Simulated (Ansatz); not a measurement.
## MgTe (P6_3mc), stationary points along a deformation path

All numbers below come from DFT PBE, scalar-relativistic, plane waves, PAW in Ansatz 0.2.0. Cutoff 420 eV, Γ-centred 6×6×4 k-points, Gaussian smearing of 0.05 eV. No spin polarisation. Energies are free energies at this smearing, counted from the undisturbed cell; pressure is positive in compression.

Zero of the scan (as given, not relaxed at this level; it stands at 1.7 GPa):

```
CELL_PARAMETERS angstrom
4.54000 0.00000 0.00000
-2.27000 3.93176 0.00000
0.00000 0.00000 7.39500
ATOMIC_POSITIONS crystal
Mg 0.33333 0.66667 0.00000
Mg 0.66667 0.33333 0.50000
Te 0.33333 0.66667 0.37000
Te 0.66667 0.33333 0.87000
```

At fixed volume and fractional coordinates, lengths along (0.000, 0.000, 1.000) are scaled against those across it; ρ is that ratio over its starting value. V = 33.001 Å³/atom. Δσ is the stress along the axis less the mean stress across it (compression positive).

| ρ | ΔE (meV/atom) | Δσ (GPa) | space group |
| --- | --- | --- | --- |
| 0.800 | 361.1 | 24.68 | P6_3mc |
| 0.850 | 188.7 | 16.92 | P6_3mc |
| 0.920 | 52.8 | 8.36 | P6_3mc |
| 0.960 | 15.6 | 4.47 | P6_3mc |
| 1.000 | 0.0 | 1.16 | P6_3mc |
| 1.050 | 4.0 | -2.28 | P6_3mc |
| 1.100 | 27.8 | -5.09 | P6_3mc |
| 1.200 | 115.0 | -9.31 | P6_3mc |
| 1.300 | 234.3 | -12.28 | P6_3mc |

Question: How does the stress give the slope of the energy, and where is the energy stationary?

Answer: Along the path d ln(length) is 2/3 d ln ρ on the axis and −1/3 d ln ρ across it, so dE/d ln ρ = −(2/3) V Δσ: the energy falls with ρ where Δσ is positive. Δσ vanishes or changes sign between ρ = 1.000 and 1.050, a minimum (near 1.02 by linear interpolation). Pairs of stationary points between two samples would go unseen, and could change a minimum read from distant neighbours into a maximum.

Question: Integrate that slope from ρ = 1 to 1.200 by the trapezoid rule.

Answer: With V/N in Å³ and 1 eV/Å³ = 160.2 GPa the slopes at ρ = 1.000, 1.050, 1.100, 1.200 are -160, 313, 699, 1279 meV/atom per unit of ln ρ. The steps add 3.7 + 23.5 + 86.0 = 113.3 meV/atom, against 115.0 from the energies; the trapezoid rule misses the curvature of the slope within each step.

Forces appear on the atoms along this scan, and letting them relax would lower the energy and soften the response.